**Question.** A nitrogen atom has five valence electrons, and a nitride ion N³⁻ has eight. The table gives the valence electrons that a density-functional calculation finds in a sphere of radius 0.64 Å around nitrogen, the same radius in every crystal.

Nitride crystals in unrelaxed cells, computed with ABINIT 10.8.3 using the RPBE functional without spin polarisation, JTH PAW PBE v2.0 datasets, a plane-wave cutoff of 680 eV and Fermi–Dirac smearing of 0.05 eV. The last column gives the valence electrons inside a sphere of radius 0.64 Å around nitrogen, averaged over the nitrogen sites.

```
      system  spin orbit  space group  volume (Å³/atom)  shortest distance (Å)    k-mesh  electrons or charge on N, mean over sites (e)
 AlN (F-43m)          no        F-43m             10.42                   1.89  10x10x10                                          2.641
AlN (P6_3mc)          no       P6_3mc             10.45                   1.89   10x10x6                                          2.630
 TaN (Fm-3m)         yes        Fm-3m             10.81                   2.21  10x10x10                                          2.543
GaN (P6_3mc)          no       P6_3mc             11.31                   1.94   10x10x5                                          2.560
 GaN (F-43m)          no        F-43m             11.44                   1.95  10x10x10                                          2.574
 HfN (Fm-3m)          no        Fm-3m             11.48                   2.26  10x10x10                                          2.576
```

(a) A student concludes that nitrogen has lost about half of its electrons to the metal. What is wrong, and why do such different partners give such similar counts?

(b) How far can the small differences be explained by the partner metal? Include TaN, which has nearly the volume per atom of AlN but the lowest count.

**Model answer**

(a) The sphere is much smaller than the nitride ion. In zinc-blende AlN (F-43m) it fills about 5 % of the volume, and more than four electrons per formula unit lie outside the spheres of both elements. Those electrons belong to the crystal, but the count assigns them to no atom. A low number therefore doesn't mean that nitrogen has given electrons away.

Electron counting shows what the four compounds share. Once the closed inner shells of the metal are set aside, each formula unit has eight electrons for the bands built mainly from nitrogen 2s and 2p. AlN and GaN have just these eight; HfN has one more and TaN two more, which enter metal d bands. The sphere thus samples the inner part of much the same filled shell, and the counts differ by only 0.098 electron, about 4 % of their mean.

Could such a sphere tell a neutral atom from an ion? A rough test uses Slater orbitals, whose radial density is proportional to $r^4e^{-Zr/a_0}$. Here $r$ is the distance from the nucleus, $a_0=0.53$ Å is the Bohr radius and $Z$ is the nuclear charge left after screening. The fraction of the shell within the radius $R$ is

$$f=1-e^{-x}\left(1+x+\frac{x^2}{2}+\frac{x^3}{6}+\frac{x^4}{24}\right),\qquad x=\frac{ZR}{a_0}.$$

For the neutral atom, Slater's rules give $Z=7-2(0.85)-4(0.35)=3.9$. Then $x=4.7$ and $f=0.51$, so the sphere holds $5\times0.51\approx2.5$ electrons. With eight electrons, $Z=7-2(0.85)-7(0.35)=2.85$. Now $x=3.4$ and $f=0.26$, which gives $8\times0.26\approx2.1$ electrons.

Three added electrons do not raise the count in this estimate, because all eight electrons screen the nucleus from one another and the shell swells out of the sphere. A single exponential, however, stretches the whole shell evenly. In a real ion the outer part is expected to spread more than the inner part, so the loss from the sphere is probably overestimated. Indeed, all six counts in the table lie above both values. The estimate makes plausible a count between two and three that responds weakly to charge. It is too crude to explain steps of a few hundredths.

(b) Replacing Al by Ga lowers the count by about 0.07 electron in both structures. That is roughly five to six times the difference between the two forms of either compound, so the partner matters here. The Ga–N bond is longer, which gives the nitrogen shell more room to spread. It is also less polar, which may leave less charge on nitrogen. By the estimate in (a), however, less charge need not mean a lower count, since the shell also contracts. Both changes occur together, and these rows can't separate them.

Neither idea orders the whole table. Hafnium is the least electronegative of the four metals, yet HfN lies below AlN. Its shortest bond is 0.31 Å longer than that of zinc-blende GaN, yet the two counts agree within 0.002 electron. HfN has the rock-salt structure, with six neighbours around nitrogen instead of four, and its metal bonds through d orbitals. The two extra neighbours may make up for the longer bonds, but that is a guess.

TaN shows that volume is not the governing quantity either. It has nearly the volume per atom of zinc-blende AlN, but in rock salt the same volume goes with longer bonds, here by 0.32 Å. Equal volumes therefore don't mean equal surroundings for nitrogen. A fairer partner is HfN, which has the same structure. The TaN cell is about 6 % smaller than that of HfN, which should press charge inwards, yet its nitrogen count is 0.033 electron lower. The metal sphere, almost equal in size, holds about one electron more. This fits an extra electron that enters metal d bands, although the nucleus has changed as well.

A plausible reason for the lower nitrogen count is covalency. The d levels of tantalum lie deeper than those of hafnium, so they should mix more strongly with nitrogen 2p and give the eight shared electrons more metal character. The calculation does not isolate this effect, and here too less charge on nitrogen need not mean a lower count in so small a sphere. The step from HfN to TaN is also only two to three times the difference between the two forms of AlN or GaN, so part of it may be numerical. TaN is also the only row with spin–orbit coupling, and its run warned of too few bands; what either does to the count is untested.

**Remarks on the reasoning**

The sound order is to ask first what the sphere can see, and only then to discuss bonding. The near-constancy follows from a small sphere inside a similar filled shell. To compare ionic charges, one needs a partition that assigns all the electrons, such as Bader's.

The differences between zinc blende and wurtzite (P6_3mc), 0.011 electron in AlN and 0.014 in GaN, are too small to carry a chemical story. Unequal strain in the unrelaxed cells does not account for both: wurtzite GaN has the smaller volume per atom, which should raise its count, yet its count is the lower one. Summing the density on a grid over so small a sphere may contribute, but this was not tested. A good answer therefore claims a partner effect for Al and Ga, and leaves the finer ordering open.
